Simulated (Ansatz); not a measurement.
## Li (P6/mmm): electronic heat capacity and spin susceptibility from the density of states

Method: DFT PBE, scalar-relativistic, plane waves, PAW (Ansatz 0.2.0).

Plane waves to 420 eV, a k mesh through Γ of 12×12×14 on the computed 3-atom cell and Gaussian smearing (0.10 eV); no spin polarisation.

Relaxed cell: P6/mmm, a = 4.924 Å, b = 4.924 Å, c = 2.894 Å, α = 90.00°, β = 90.00°, γ = 120.00°, 3 atoms in the primitive cell. This form isn't the element's structure at ambient conditions.

The density of states at the Fermi level is 1.367 states/eV in the cell of 3 atoms (3 formula units; both spins, tetrahedra on a 18×18×21 mesh).

Question: What Sommerfeld coefficient and Pauli susceptibility does this give?

Answer: Per formula unit N(E_F) = 0.456 states/eV. γ = (π²/3) k_B² N(E_F) N_A = 2.357 mJ/(mol K²) per state/eV, so γ = 1.1 mJ/(mol K²), a mole of formula units. χ_P = μ_B² N(E_F) N_A = 3.23×10⁻⁵ emu/mol per state/eV gives 1.5×10⁻⁵ emu/mol. This is the bare band result: a measured γ of the same phase is as a rule larger by a factor 1 + λ from phonons and spin fluctuations, the spin part of χ is larger by the Stoner factor, and a measured χ also holds orbital and core terms. N(E_F) at one energy is sensitive to the mesh where the density of states has sharp peaks.

Cost: 1 run of about 3.8 core-minutes, on Arm Neoverse V2 (shared hosts).